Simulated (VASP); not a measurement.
**InP: zone-centre modes, functional by functional**

Aim: the vibrations of InP at the zone centre, at several levels of theory. The starting structure is a measured crystal structure from the Crystallography Open Database.

Method: Kohn-Sham DFT with plane waves and PAW; LDA, PBEsol, PBE, PBEsol + D3(BJ), r2SCAN, r2SCAN + rVV10 and HSE06, in VASP 6.6.1.

### Step 1. Set-up

It takes space group F-43m (No. 216, cubic). The conventional cell has a = 5.869 Å, b = 5.869 Å, c = 5.869 Å, α = 90.00°, β = 90.00°, γ = 90.00°. In has 4 P at 2.54 Å nearest. P has 4 In at 2.54 Å nearest. Farther neighbours are not listed.

Structure file:

```cif
data_structure
_symmetry_space_group_name_H-M 'F-43m'
_symmetry_Int_Tables_number 216
_cell_length_a 5.8687
_cell_length_b 5.8687
_cell_length_c 5.8687
_cell_angle_alpha 90.000
_cell_angle_beta 90.000
_cell_angle_gamma 90.000
_cell_volume 202.13
loop_
_atom_site_label
_atom_site_type_symbol
_atom_site_symmetry_multiplicity
_atom_site_Wyckoff_symbol
_atom_site_fract_x
_atom_site_fract_y
_atom_site_fract_z
_atom_site_occupancy
In1 In 4 a 0.00000 0.00000 0.00000 1
P1 P 4 c 0.25000 0.25000 0.25000 1
```

### Step 2. Modes with LDA

LDA, the lowest rung, knows the local density alone. The cell comes from a relaxation at this level, not shown (49.51 Å³).

File INCAR:

```
SYSTEM = InP
PREC = Accurate
ENCUT = 450
EDIFF = 1E-08
NELM = 100
ISMEAR = 0
SIGMA = 0.03
LREAL = .FALSE.
ALGO = Normal
GGA = CA
NBANDS = 15
LORBIT = 11
LWAVE = .FALSE.
LCHARG = .FALSE.
KPAR = 4
IBRION = 8
LEPSILON = .TRUE.
ISIF = 2
```

File POSCAR:

```
InP
1.0
    0.0000000000      2.9143661100      2.9143661100
    2.9143661100      0.0000000000      2.9143661100
    2.9143661100      2.9143661100      0.0000000000
In P
1 1
Direct
    0.0000000000      0.0000000000      0.0000000000
    0.7500000000      0.7500000000      0.7500000000
```

File KPOINTS:

```
Automatic mesh
0
Gamma
10 10 10
0 0 0
```

PAW data sets: In_d and P (LDA family, release 64).

Started as:

```sh
> mpirun -np 4 vasp_std
```

What it wrote:

```text
[banner, memory and clock lines left out]
running    4 mpi-ranks, on    1 nodes
 distrk:  each k-point on    1 cores,    4 groups
 distr:  one band on    1 cores,    1 groups

 POSCAR found type information on POSCAR InP
 POSCAR found :  2 types and       2 ions
 LDA part: xc-table for (Slater(with rela. corr.)+CA(PZ))
 , standard interpolation
 POSCAR, INCAR and KPOINTS ok, starting setup
 FFT: planning ... GRIDC
 FFT: planning ... GRID_SOFT
 FFT: planning ... GRID
 WAVECAR not read
 entering main loop
       N       E                     dE             d eps       ncg     rms          rms(c)
DAV:   1     0.106299204816E+03    0.10630E+03   -0.77595E+03  1410   0.122E+03
DAV:   2    -0.278134443658E+01   -0.10908E+03   -0.10431E+03  1529   0.289E+02
DAV:   3    -0.991940081854E+01   -0.71381E+01   -0.71029E+01  1865   0.773E+01
DAV:   4    -0.101084469365E+02   -0.18905E+00   -0.18899E+00  1694   0.137E+01
DAV:   5    -0.101171815033E+02   -0.87346E-02   -0.87343E-02  2190   0.252E+00    0.598E+00
DAV:   6    -0.972268386320E+01    0.39450E+00   -0.61138E-01  2244   0.136E+01    0.357E+00
DAV:   7    -0.967980862727E+01    0.42875E-01   -0.15329E-01  2004   0.332E+00    0.119E+00
DAV:   8    -0.967458199807E+01    0.52266E-02   -0.13989E-02  1913   0.145E+00    0.401E-01
DAV:   9    -0.967433694849E+01    0.24505E-03   -0.11768E-03  1921   0.420E-01    0.182E-01
DAV:  10    -0.967436708954E+01   -0.30141E-04   -0.15498E-04  2192   0.138E-01    0.115E-01
DAV:  11    -0.967437074479E+01   -0.36552E-05   -0.26501E-05  2206   0.818E-02    0.637E-02
DAV:  12    -0.967436842470E+01    0.23201E-05   -0.51414E-06  1837   0.236E-02    0.130E-02
DAV:  13    -0.967436839090E+01    0.33795E-07   -0.36239E-07  1719   0.355E-03    0.111E-02
DAV:  14    -0.967436836070E+01    0.30196E-07   -0.45547E-08  1837   0.324E-03    0.323E-03
DAV:  15    -0.967436834999E+01    0.10712E-07   -0.33840E-08  1697   0.175E-03    0.851E-04
DAV:  16    -0.967436835006E+01   -0.69576E-10   -0.13302E-09   985   0.251E-04
   1 F= -.96743684E+01 E0= -.96743684E+01  d E =-.939260E-15
 Linear response reoptimize wavefunctions to high precision
DAV:   1    -0.967436835009E+01   -0.25921E-10   -0.22282E-10  1167   0.173E-04
 Linear response G [H, r] |phi>, progress :
  Direction:   1
       N       E                     dE             d eps       ncg     rms
RMM:   1    -0.477003685831E+02   -0.47700E+02    0.35670E+02  1828   0.132E+02
RMM:   2    -0.631917665942E+02   -0.15491E+02   -0.17922E+01  2660   0.328E+01
RMM:   3    -0.634955408427E+02   -0.30377E+00   -0.22975E+00  2713   0.119E+01
RMM:   4    -0.635076809268E+02   -0.12140E-01   -0.43514E-01  2754   0.494E+00
RMM:   5    -0.635151087668E+02   -0.74278E-02   -0.12645E-01  2815   0.211E+00
RMM:   6    -0.635163424388E+02   -0.12337E-02   -0.12232E-02  2907   0.753E-01
RMM:   7    -0.635168569733E+02   -0.51453E-03   -0.27289E-03  2922   0.272E-01
RMM:   8    -0.635168531064E+02    0.38669E-05   -0.29079E-04  3066   0.113E-01
RMM:   9    -0.635168720244E+02   -0.18918E-04   -0.13327E-05  2945   0.435E-02
RMM:  10    -0.635168832297E+02   -0.11205E-04    0.33736E-06  3040   0.163E-02
RMM:  11    -0.635168755159E+02    0.77138E-05   -0.10328E-04  2731   0.709E-03
RMM:  12    -0.635168243276E+02    0.51188E-04    0.77877E-05  2482   0.366E-03
RMM:  13    -0.635168861545E+02   -0.61827E-04   -0.12839E-04  2362   0.224E-03
RMM:  14    -0.635168785150E+02    0.76395E-05    0.59244E-07  2281   0.179E-03
RMM:  15    -0.635168767868E+02    0.17282E-05   -0.17767E-05  2074   0.153E-03
RMM:  16    -0.635168765826E+02    0.20426E-06   -0.12430E-06  1855   0.149E-03
RMM:  17    -0.635168767196E+02   -0.13702E-06   -0.77655E-06  1724   0.140E-03
RMM:  18    -0.635168765400E+02    0.17958E-06    0.22433E-06  1628   0.141E-03
 Linear response G [H, r] |phi>, progress :
  Direction:   2
       N       E                     dE             d eps       ncg     rms
RMM:   1    -0.474598996866E+02   -0.47460E+02    0.32872E+02  1819   0.130E+02
RMM:   2    -0.653418712194E+02   -0.17882E+02   -0.17912E+01  2659   0.315E+01
RMM:   3    -0.655676493744E+02   -0.22578E+00   -0.20642E+00  2693   0.114E+01
RMM:   4    -0.655764758425E+02   -0.88265E-02   -0.42339E-01  2764   0.474E+00
RMM:   5    -0.655808266039E+02   -0.43508E-02   -0.10725E-01  2769   0.192E+00
RMM:   6    -0.655814323245E+02   -0.60572E-03   -0.12136E-02  2875   0.727E-01
RMM:   7    -0.655817406375E+02   -0.30831E-03   -0.19691E-03  2845   0.259E-01
RMM:   8    -0.655817736020E+02   -0.32965E-04   -0.30967E-04  3059   0.112E-01
RMM:   9    -0.655817926127E+02   -0.19011E-04   -0.54411E-05  2918   0.422E-02
RMM:  10    -0.655817937316E+02   -0.11190E-05   -0.17836E-06  3014   0.156E-02
RMM:  11    -0.655817954907E+02   -0.17590E-05   -0.46993E-06  2753   0.683E-03
RMM:  12    -0.655817953770E+02    0.11363E-06   -0.21286E-05  2480   0.325E-03
RMM:  13    -0.655817953765E+02    0.48107E-09    0.51948E-08  2347   0.204E-03
 Linear response G [H, r] |phi>, progress :
  Direction:   3
       N       E                     dE             d eps       ncg     rms
RMM:   1    -0.414476062768E+02   -0.41448E+02    0.39279E+02  1786   0.142E+02
RMM:   2    -0.491684029542E+02   -0.77208E+01   -0.94073E+00  2593   0.327E+01
RMM:   3    -0.501022024212E+02   -0.93380E+00   -0.26930E+00  2677   0.121E+01
[...]
RMM:  14    -0.191832065460E+01   -0.37552E-06   -0.59471E-07  6798   0.106E-04    0.597E-05
RMM:  15    -0.191832010775E+01    0.54685E-06   -0.15350E-07  4273   0.753E-05    0.198E-05
RMM:  16    -0.191832042423E+01   -0.31648E-06   -0.17331E-07  2949   0.615E-05    0.567E-06
 change of polarisation eV/A/(eV/A) component  2 :     0.845     3.670     0.392
 dielectric tensor                  component  2 :     3.090    14.416     1.431
 Linear response to external field, progress :
  Direction:   3
       N       E                     dE             d eps       ncg     rms          rms(c)
RMM:   1    -0.132719334633E+01   -0.13272E+01   -0.59757E+00  6431   0.606E+00
RMM:   2    -0.192132984418E+01   -0.59414E+00   -0.67014E-02  9417   0.182E+00    0.186E+00
RMM:   3    -0.187103211732E+01    0.50298E-01   -0.32307E-02  9735   0.120E+00    0.110E+00
RMM:   4    -0.190234567156E+01   -0.31314E-01   -0.35286E-02  9515   0.119E+00    0.241E-01
RMM:   5    -0.191549602959E+01   -0.13150E-01   -0.41438E-03 10016   0.418E-01    0.826E-02
RMM:   6    -0.191750912384E+01   -0.20131E-02   -0.34487E-04  9981   0.153E-01    0.581E-02
RMM:   7    -0.191825052270E+01   -0.74140E-03   -0.22196E-04  9818   0.656E-02    0.111E-02
RMM:   8    -0.191834542374E+01   -0.94901E-04   -0.41978E-05  9846   0.341E-02    0.852E-03
RMM:   9    -0.191834543231E+01   -0.85629E-08    0.12754E-05 11047   0.898E-03    0.443E-03
RMM:  10    -0.191835084448E+01   -0.54122E-05   -0.24780E-06 10479   0.288E-03    0.274E-03
RMM:  11    -0.191832583200E+01    0.25012E-04   -0.24715E-07 10115   0.141E-03    0.406E-04
RMM:  12    -0.191831893772E+01    0.68943E-05    0.63410E-08 10330   0.560E-04    0.526E-04
RMM:  13    -0.191831747002E+01    0.14677E-05    0.35670E-07  9090   0.230E-04    0.132E-04
RMM:  14    -0.191831771109E+01   -0.24107E-06   -0.46775E-07  6822   0.106E-04    0.566E-05
RMM:  15    -0.191831765041E+01    0.60674E-07    0.15980E-07  4329   0.749E-05    0.158E-05
RMM:  16    -0.191831769301E+01   -0.42593E-07   -0.36640E-07  2949   0.611E-05    0.753E-06
 change of polarisation eV/A/(eV/A) component  3 :     0.688     0.629     3.670
 dielectric tensor                  component  3 :     2.514     2.297    14.416
 Linear response DOF=           2
 Linear response progress:
  Degree of freedom:   1/  2
       N       E                     dE             d eps       ncg     rms          rms(c)
RMM:   1    -0.234449112971E+00   -0.23445E+00   -0.65713E-02  6900   0.506E+00
RMM:   2    -0.237151359682E+00   -0.27022E-02   -0.15582E-02  8706   0.110E+00    0.930E-02
RMM:   3    -0.237103501944E+00    0.47858E-04   -0.18805E-03  9542   0.340E-01    0.478E-02
RMM:   4    -0.236914211054E+00    0.18929E-03   -0.23888E-04  9735   0.119E-01    0.239E-02
RMM:   5    -0.236877224623E+00    0.36986E-04   -0.52352E-05 10043   0.427E-02    0.814E-03
RMM:   6    -0.236886937805E+00   -0.97132E-05   -0.67059E-05 10231   0.150E-02    0.233E-03
RMM:   7    -0.236899125930E+00   -0.12188E-04   -0.69388E-05 10203   0.464E-03    0.663E-04
RMM:   8    -0.236890897607E+00    0.82283E-05   -0.10190E-05 10172   0.204E-03    0.344E-04
RMM:   9    -0.236889629478E+00    0.12681E-05   -0.10948E-05 10279   0.935E-04    0.116E-04
RMM:  10    -0.236889304711E+00    0.32477E-06   -0.20618E-06 10144   0.446E-04    0.102E-04
RMM:  11    -0.236889346866E+00   -0.42155E-07   -0.26386E-06 10740   0.237E-04    0.753E-05
RMM:  12    -0.236889124463E+00    0.22240E-06   -0.48439E-07 10654   0.143E-04    0.782E-05
RMM:  13    -0.236889080356E+00    0.44107E-07   -0.10709E-07 10310   0.929E-05    0.211E-05
RMM:  14    -0.236889090592E+00   -0.10235E-07    0.80371E-08 10013   0.692E-05    0.106E-05
[...]
RMM:  20    -0.236889088565E+00    0.80762E-08    0.14984E-07  7116   0.361E-05    0.327E-07
RMM:  21    -0.236889082178E+00    0.63879E-08    0.14922E-07  7027   0.356E-05    0.293E-07
RMM:  22    -0.236889079162E+00    0.30155E-08    0.14377E-07  6576   0.353E-05    0.146E-07
RMM:  23    -0.236889064651E+00    0.14511E-07    0.14290E-07  6496   0.351E-05    0.124E-07
RMM:  24    -0.236889094888E+00   -0.30237E-07    0.14012E-07  6379   0.351E-05    0.137E-07
RMM:  25    -0.236889084851E+00    0.10037E-07    0.13949E-07  6298   0.350E-05    0.155E-07
RMM:  26    -0.236889087209E+00   -0.23576E-08    0.13840E-07  6188   0.350E-05    0.128E-07
RMM:  27    -0.236889062045E+00    0.25164E-07    0.13778E-07  6119   0.349E-05    0.900E-08
 first order change of Fermi-energy   0.18245E-04
 force on displaced ion       1 direction 1 :  -8.250   0.000   0.000
 Born effective charge ion    1 direction 1 :   2.485   0.000   0.000
 Linear response progress:
  Degree of freedom:   2/  2
       N       E                     dE             d eps       ncg     rms          rms(c)
RMM:   1    -0.502428677898E-01   -0.50243E-01    0.34516E-02 10864   0.184E+00
RMM:   2    -0.482513318341E-01    0.19915E-02   -0.30770E-04  8354   0.654E-01    0.153E-01
RMM:   3    -0.488241796086E-01   -0.57285E-03   -0.15805E-03  9478   0.278E-01    0.586E-02
RMM:   4    -0.490694205652E-01   -0.24524E-03   -0.20930E-04  9636   0.104E-01    0.180E-02
RMM:   5    -0.490992079933E-01   -0.29787E-04   -0.24831E-05 10118   0.331E-02    0.110E-02
RMM:   6    -0.490897853459E-01    0.94226E-05   -0.70028E-06  9915   0.111E-02    0.399E-03
RMM:   7    -0.490896000653E-01    0.18528E-06   -0.55802E-07 10015   0.401E-03    0.177E-03
RMM:   8    -0.490922606075E-01   -0.26605E-05    0.84540E-08 10021   0.153E-03    0.424E-04
RMM:   9    -0.490923650448E-01   -0.10444E-06    0.16143E-06 11001   0.519E-04    0.231E-04
RMM:  10    -0.490923878421E-01   -0.22797E-07    0.43391E-07 10390   0.224E-04    0.592E-05
RMM:  11    -0.490924643412E-01   -0.76499E-07   -0.14450E-07 10668   0.939E-05    0.419E-05
RMM:  12    -0.490924807975E-01   -0.16456E-07   -0.22660E-08 10535   0.431E-05    0.451E-05
RMM:  13    -0.490924617027E-01    0.19095E-07   -0.61023E-08  9630   0.261E-05    0.581E-05
RMM:  14    -0.490924481549E-01    0.13548E-07   -0.76799E-08  8869   0.188E-05    0.507E-05
RMM:  15    -0.490924710922E-01   -0.22937E-07   -0.56090E-08  9440   0.175E-05    0.101E-04
RMM:  16    -0.490924736430E-01   -0.25508E-08   -0.56690E-08 10547   0.223E-05    0.648E-05
 first order change of Fermi-energy   0.82902E-04
 force on displaced ion       2 direction 1 :  -8.218  -0.000  -0.000
 Born effective charge ion    2 direction 1 :  -2.552   0.000   0.000
 Born effective charges drift removed
 Linear response finished
```

The job ended after 2.4 min (4 MPI ranks of AMD EPYC 9R45, shared host; peak memory 1.4 GiB).

Lines that name or quote the potential files are left out of all logs, and their timing lines are given in words.

Parts of OUTCAR (step 2):

```text
ion  position               nearest neighbor table
   1  0.000  0.000  0.000-   2 2.52   2 2.52   2 2.52   2 2.52
   2  0.750  0.750  0.750-   1 2.52   1 2.52   1 2.52   1 2.52

  LATTYP: Found a face centered cubic cell.
 ALAT       =     5.8287322200

 Subroutine GETGRP returns: Found 24 space group operations
 (whereof 24 operations were pure point group operations)

The static configuration has the point symmetry T_d .

 Found     47 irreducible k-points:

   k-points           NKPTS =     47   k-points in BZ     NKDIM =     47   number of bands    NBANDS=     15

   dimension x,y,z NGX =    30 NGY =   30 NGZ =   30
   dimension x,y,z NGXF=    60 NGYF=   60 NGZF=   60

   ENCUT  =  450.0 eV  33.07 Ry    5.75 a.u.   7.13  7.13  7.13*2*pi/ulx,y,z

   NELECT =      18.0000    total number of electrons

 k-points in reciprocal lattice and weights: Automatic mesh
   0.00000000  0.00000000  0.00000000       0.001
   0.10000000  0.00000000  0.00000000       0.008
   0.20000000  0.00000000  0.00000000       0.008
   0.30000000  0.00000000  0.00000000       0.008
   0.40000000  0.00000000  0.00000000       0.008
   0.50000000  0.00000000  0.00000000       0.004
   0.10000000  0.10000000  0.00000000       0.006
   0.20000000  0.10000000  0.00000000       0.024
   0.30000000  0.10000000  0.00000000       0.024
[...]
-0.30000000  0.40000000  0.20000000       0.024
  -0.30000000  0.50000000  0.20000000       0.012

 average (electrostatic) potential at core
       1 -95.0720       2 -83.8433

  Total       -0.0002221     -0.0002221     -0.0002221      0.0000000      0.0000000      0.0000000
  in kB       -0.0071863     -0.0071863     -0.0071863      0.0000000      0.0000000      0.0000000
  external PRESSURE =      -0.0071863 kB  Pullay stress =       0.0000000 kB

  energy-cutoff  :      450.00
  volume of cell :       49.51
      direct lattice vectors                 reciprocal lattice vectors
     0.000000000  2.914366110  2.914366110    -0.171563895  0.171563895  0.171563895
     2.914366110  0.000000000  2.914366110     0.171563895 -0.171563895  0.171563895
     2.914366110  2.914366110  0.000000000     0.171563895  0.171563895 -0.171563895

 POSITION                                       TOTAL-FORCE (eV/Angst)
 -----------------------------------------------------------------------------------
      0.00000      0.00000      0.00000        -0.000000     -0.000000     -0.000000
      4.37155      4.37155      4.37155         0.000000      0.000000      0.000000
 -----------------------------------------------------------------------------------
    total drift:                                0.000000      0.000000      0.000000

 MACROSCOPIC STATIC DIELECTRIC TENSOR (including local field effects in DFT)
 ------------------------------------------------------
          14.415573    -0.000000    -0.000000
           0.000000    14.415573     0.000000
           0.000000    -0.000000    14.415573
 ------------------------------------------------------

 PIEZOELECTRIC TENSOR (including local field effects)  for field in x, y, z        (C/m^2)
          XX          YY          ZZ          XY          YZ          ZX
  --------------------------------------------------------------------------------
  x    -0.00000     0.00000     0.00000     0.00000     0.83038     0.00000
  y     0.00000     0.00000     0.00000     0.00000     0.00000     0.83038
  z     0.00000     0.00000     0.00000     0.83038     0.00000     0.00000

 BORN EFFECTIVE CHARGES (including local field effects) (in |e|, cummulative output)
 ---------------------------------------------------------------------------------
 ion    1
    1     2.52103     0.00000     0.00000
    2     0.00000     2.52103     0.00000
    3     0.00000     0.00000     2.52103
 ion    2
    1    -2.52103     0.00000     0.00000
    2     0.00000    -2.52103     0.00000
    3     0.00000     0.00000    -2.52103

 Eigenvectors and eigenvalues of the dynamical matrix
 ----------------------------------------------------

   1 f  =    9.077696 THz    57.036847 2PiTHz  302.799352 cm-1    37.542318 meV
             X         Y         Z           dx          dy          dz
      0.000000  0.000000  0.000000    -0.461636    0.000000    0.000000
      4.371549  4.371549  4.371549     0.887070    0.000000    0.000000

   2 f  =    9.077696 THz    57.036847 2PiTHz  302.799352 cm-1    37.542318 meV
             X         Y         Z           dx          dy          dz
      0.000000  0.000000  0.000000     0.000000    0.461636    0.000000
      4.371549  4.371549  4.371549     0.000000   -0.887070    0.000000

   3 f  =    9.077696 THz    57.036847 2PiTHz  302.799352 cm-1    37.542318 meV
             X         Y         Z           dx          dy          dz
      0.000000  0.000000  0.000000     0.000000    0.000000   -0.461636
      4.371549  4.371549  4.371549     0.000000    0.000000    0.887070

   4 f/i=    0.007285 THz     0.045774 2PiTHz    0.243006 cm-1     0.030129 meV
             X         Y         Z           dx          dy          dz
      0.000000  0.000000  0.000000     0.000000   -0.887070    0.000000
      4.371549  4.371549  4.371549     0.000000   -0.461636    0.000000

   5 f/i=    0.007285 THz     0.045774 2PiTHz    0.243006 cm-1     0.030129 meV
             X         Y         Z           dx          dy          dz
      0.000000  0.000000  0.000000     0.000000    0.000000    0.887070
      4.371549  4.371549  4.371549     0.000000    0.000000    0.461636

   6 f/i=    0.007285 THz     0.045774 2PiTHz    0.243006 cm-1     0.030129 meV
             X         Y         Z           dx          dy          dz
      0.000000  0.000000  0.000000    -0.887070    0.000000    0.000000
      4.371549  4.371549  4.371549    -0.461636    0.000000    0.000000

 MACROSCOPIC STATIC DIELECTRIC TENSOR IONIC CONTRIBUTION
 ------------------------------------------------------
           2.821269     0.000000     0.000000
           0.000000     2.821269     0.000000
           0.000000     0.000000     2.821269
 ------------------------------------------------------

 ELASTIC MODULI CONTR FROM IONIC RELAXATION (kBar)
 Direction    XX          YY          ZZ          XY          YZ          ZX
 --------------------------------------------------------------------------------
 XX          -0.0000      0.0000      0.0000     -0.0000      0.0000      0.0000
 YY           0.0000     -0.0000      0.0000     -0.0000     -0.0000     -0.0000
 ZZ           0.0000      0.0000     -0.0000      0.0000     -0.0000      0.0000
 XY          -0.0000     -0.0000      0.0000   -248.7938      0.0000      0.0000
 YZ           0.0000     -0.0000     -0.0000      0.0000   -248.7938      0.0000
 ZX           0.0000     -0.0000      0.0000      0.0000      0.0000   -248.7938
 --------------------------------------------------------------------------------

 PIEZOELECTRIC TENSOR IONIC CONTR  for field in x, y, z        (C/m^2)
          XX          YY          ZZ          XY          YZ          ZX
  --------------------------------------------------------------------------------
  x     0.00000    -0.00000    -0.00000     0.00000    -0.78834     0.00000
  y     0.00000    -0.00000     0.00000     0.00000     0.00000    -0.78834
  z    -0.00000    -0.00000     0.00000    -0.78834     0.00000     0.00000
```

Energies printed during the response cycles are not total energies of the cell.

LDA: the zone-centre mode is T2 302.8 cm⁻¹.

[end of part 1 of 3]

[Lines on the potential files, build, host, timing and source positions are cut from VASP's logs without a mark.]

[Logs are printed without paths, hosts, clocks, repeated set-up lines and the standing remarks that a program may print on its own settings, such as how far it seeks lower states.]

[Hosts, paths, dates, database ids (printed as entryN), source tags and the programs' standing remarks are cut or masked in the printed files.]
